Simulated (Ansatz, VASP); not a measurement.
Two plane-wave programs on CdF2

INCAR

```
SYSTEM = CdF2
PREC     = Accurate       ! precision mode
ENCUT    = 520            ! plane-wave cutoff, eV
EDIFF    = 1E-6           ! SCF threshold, eV
ISMEAR   = 0              ! smearing method
SIGMA    = 0.05           ! smearing width, eV
LREAL    = .False.        ! projectors in reciprocal space
LASPH    = .True.         ! aspherical terms in the spheres
NELM     = 60             ! most SCF steps
ALGO     = Normal         ! electronic algorithm
ISIF     = 2              ! what is computed and relaxed
LWAVE    = .False.        ! write WAVECAR
LCHARG   = .False.        ! write CHGCAR
GGA      = PS             ! functional
NBANDS   = 20             ! bands
```

The input KPOINTS:

```
Automatic mesh
0
Gamma
  8 8 8
  0 0 0
```

The input POSCAR:

```
CdF2
1.0
    0.0000000000      2.6266500000      2.6940000000
    2.7613500000      0.0000000000      2.6940000000
    2.7613500000      2.6266500000      0.0000000000
Cd F
1 2
Direct
    0.0000000000      0.0000000000      0.0000000000
    0.2500000000      0.2500000000      0.2500000000
    0.7500000000      0.7500000000      0.7500000000
```

Input for Ansatz:

```yaml
crystal:
  lattice:
    - [0.0, 2.62665, 2.694]
    - [2.76135, 0.0, 2.694]
    - [2.76135, 2.62665, 0.0]
  atoms:
    - { symbol: Cd, position: [0.0, 0.0, 0.0] }
    - { symbol: F, position: [0.25, 0.25, 0.25] }
    - { symbol: F, position: [0.75, 0.75, 0.75] }
basis:
  ecutwfc: 420
kpoints:
  mp_grid: { grid: [8, 8, 8] }
hamiltonian:
  xc: pbesol
scf:
  occupations: { method: gaussian, width: 0.05 }
output:
  forces: true
  stress: true
  eigenvalues: true
```

Change from the starting cell: strain +0.0250 x Voigt [1, -1, 0, 0, 0, 0], atoms carried along.

Alike in both runs: task single point; functional PBEsol; k mesh 8 × 8 × 8; occupations gaussian, width 0.05 eV; no spin polarisation.

|  | VASP | Ansatz |
| --- | --- | --- |
| version | VASP 6.6.1 | Ansatz 0.2.0 |
| potentials or method | VASP PAW PBE potentials, release 64 (Cd, F) | scalar-relativistic, plane waves, PAW |
| plane-wave cutoff (eV) | 520 | 420 |
| valence electrons in the cell | 26 | 34 |

Ansatz gave:

- gap on the k mesh at the Fermi level (eV): 2.87
- least direct gap on the mesh (eV): 3.34
- pressure (GPa): -0.2
- largest component of the traceless stress (GPa): 2.82

Task: What did VASP give for the same quantities?

Result: gap on the k mesh at the Fermi level (eV): 2.84; least direct gap on the mesh (eV): 3.31; pressure (GPa): 0.6; largest component of the traceless stress (GPa): 2.77.

The two sets of potentials don't hold the same shells in valence.

Caveats: the PAW data sets were made with another functional, which shifts forces and pressure a little (VASP). A k mesh can miss the band edges.
